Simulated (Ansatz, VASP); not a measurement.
## TiB2: VASP beside Ansatz

Contents of INCAR:

```
PREC = Accurate ; ENCUT = 600
EDIFF = 1E-6 ; ISMEAR = 0
SIGMA = 0.1 ; LREAL = F
LASPH = T ; NELM = 100
ALGO = Normal ; ISIF = 3
LWAVE = F ; LCHARG = F
GGA = PE ; IBRION = 2
NSW = 100 ; EDIFFG = -0.005
```

The input KPOINTS:

```
regular mesh
0
Gamma
  15 15 14
```

POSCAR

```
TiB2
1.0
    3.0291982016      0.0000000000      0.0000000000
   -1.5145991008      2.6233625957      0.0000000000
    0.0000000000      0.0000000000      3.2284000000
Ti B
1 2
Direct
    0.0000000000      0.0000000000      0.0000000000
    0.3333333333      0.6666666667      0.5000000000
    0.6666666667      0.3333333333      0.5000000000
```

Input for Ansatz:

```yaml
crystal:
  lattice:
    - [3.0291982016, 0.0, 0.0]
    - [-1.5145991008, 2.6233625957, 0.0]
    - [0.0, 0.0, 3.2284]
  atoms:
    - { symbol: Ti, position: [0.0, 0.0, 0.0] }
    - { symbol: B, position: [0.3333333333, 0.6666666667, 0.5] }
    - { symbol: B, position: [0.6666666667, 0.3333333333, 0.5] }
basis:
  ecutwfc: 520.0
kpoints:
  mp_grid: { grid: [15, 15, 14] }
hamiltonian:
  xc: pbe
scf:
  occupations: { method: gaussian, width: 0.1 }
output:
  forces: true
  stress: true
  eigenvalues: true
  write_density: true
  write_potential: true
  elf: true
  volumetric_format: npy
relax:
  adjacent_minimum: "off"
  f_tol: 0.005
  max_steps: 80
  cell: { stress_tol: 0.05 }
```

Alike in both runs: task relaxation of cell and atoms; functional PBE; k mesh 15 × 15 × 14; occupations gaussian, width 0.1 eV; no spin polarisation.

|  | VASP | Ansatz |
| --- | --- | --- |
| version | VASP 6.6.1 | Ansatz 0.2.0 |
| potentials or method | VASP PAW PBE potentials, release 64 (Ti_sv, B) | scalar-relativistic, plane waves, PAW |
| plane-wave cutoff (eV) | 600 | 520 |
| valence electrons in the cell | 18 | 18 |

VASP gave:

* gap on the k mesh at the Fermi level, each at its own relaxed structure (eV): none
* relaxed volume (Å³/atom): 8.56
* relaxed cell length with the largest relative difference (Å): 3.033

**Question.** Which values does Ansatz return?

**Answer.** gap on the k mesh at the Fermi level, each at its own relaxed structure (eV): none; relaxed volume (Å³/atom): 8.55; relaxed cell length with the largest relative difference (Å): 3.032.

A gap of «none» marks a metal or a gap that the smearing closes.
